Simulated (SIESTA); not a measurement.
## WC (Qusongite) under changes of volume

One of the cells (10.376 Å³/atom); the others are scaled copies at fixed shape and fractional positions:

```
CELL_PARAMETERS angstrom
2.90650 0.00000 0.00000
-1.45325 2.51710 0.00000
0.00000 0.00000 2.83660
ATOMIC_POSITIONS crystal
W 0.00000 0.00000 0.00000
C 0.66667 0.33333 0.50000
```

```yaml
Program: SIESTA 5.4.2
Functional: LDA
Potentials_or_basis: PseudoDojo 0.4 standard (LDA files)
Basis: DZP (energy shift 0.003 Ry; two zetas on semicore shells)
Grid_cutoff: 800 Ry
Energy_shift: 0.003 Ry
k_mesh: 10 × 10 × 9
Occupations: fermi-dirac, width 0.05 eV
Spin: no spin polarisation
```

```csv
volume (Å³/atom),energy over the lowest point (meV/atom),pressure (GPa)
9.754,34.64,23.7
9.961,10.90,13.2
10.169,0.00,3.8
10.376,?,?
10.584,11.66,-12.3
10.791,31.98,-19.0
10.999,60.69,-25.2
```

Problem. What does the run at 10.376 Å³/atom give?

Solution. Energy over the lowest point 0.60 meV/atom; pressure -4.6 GPa.

Worked out: A Birch-Murnaghan fit of order 3 (a polynomial in V^(-2/3)) to the other rows has its minimum at 10.26 Å³/atom with B0 = V·E''(V) = 420 GPa and B' = 4.4 at fixed shape and positions, which overstates the stiffness. It gives 0.64 meV/atom at 10.376 Å³/atom, against the run's 0.60, and -dE/dV = -4.6 GPa, against -4.6.

Energies are extrapolated to zero smearing.

Caveats: short orbitals over semicore shells can move pressures by several GPa; the basis of atomic orbitals isn't converged, which shifts pressures, moduli and gaps.
